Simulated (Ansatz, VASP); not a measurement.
W in VASP and in Ansatz

```
W
1.0
     0.00000    2.06981    2.06981
     2.06981    0.00000    2.06981
     2.06981    2.06981    0.00000
W
1
Direct
  0.00000 0.00000 0.00000
```

Change from the starting cell: volume scaled by 1.06.

Alike in both runs: task single point; functional PBE; k mesh 11 × 11 × 11; occupations fermi-dirac, width 0.05 eV; no spin polarisation.

```csv
,VASP,Ansatz
version,VASP 6.6.1,Ansatz 0.2.0
potentials or method,"VASP PAW PBE potentials, release 64 (W_sv)",Ansatz PAW
plane-wave cutoff (eV),520,420
valence electrons in the cell,14,14
```

Ansatz gave:

```
gap on the k mesh at the Fermi level (eV) : none
pressure (GPa)                            : -18.6
```

Estimate VASP's values.

gap on the k mesh at the Fermi level (eV): none; pressure (GPa): -18.4.

A gap of «none» marks a metal or a gap that the smearing closes. With one functional, cell and mesh, what is left measures potentials, basis and numerics.

The runs have no spin-orbit coupling, so splittings on W are missing.
